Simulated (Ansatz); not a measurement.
**Cu: computed properties**

Method: Ansatz 0.2.0, DFT PBEsol, scalar-relativistic, plane waves, PAW.

Plane waves to 420 eV, a k mesh through Γ of 18×18×10 on the computed 2-atom cell and Gaussian smearing (0.10 eV); no spin polarisation.

The structure is relaxed at this level of theory with its symmetry kept. This form isn't the element's structure at ambient conditions.

```xyz
2
Lattice="2.5206 0.0000 0.0000 -1.2603 2.1829 0.0000 0.0000 0.0000 4.1165" Properties=species:S:1:pos:R:3 pbc="T T T"
Cu    0.0000    1.4553    1.0291
Cu    1.2603    0.7276    3.0874
```

```
Space group                                                       : P6_3/mmc (No. 194)
Volume per atom                                                   : 11.32 Å³
Formation energy from the elements' standard states (uncorrected) : +0.011 eV/atom
Kohn–Sham band gap                                                : none (metal)
Density of states at the Fermi level                              : 0.66 states/eV per cell
Bulk modulus                                                      : 166 GPa
Its pressure derivative                                           : 5.0
Bader charges (e)                                                 : Cu (2 in the cell) 0.00
```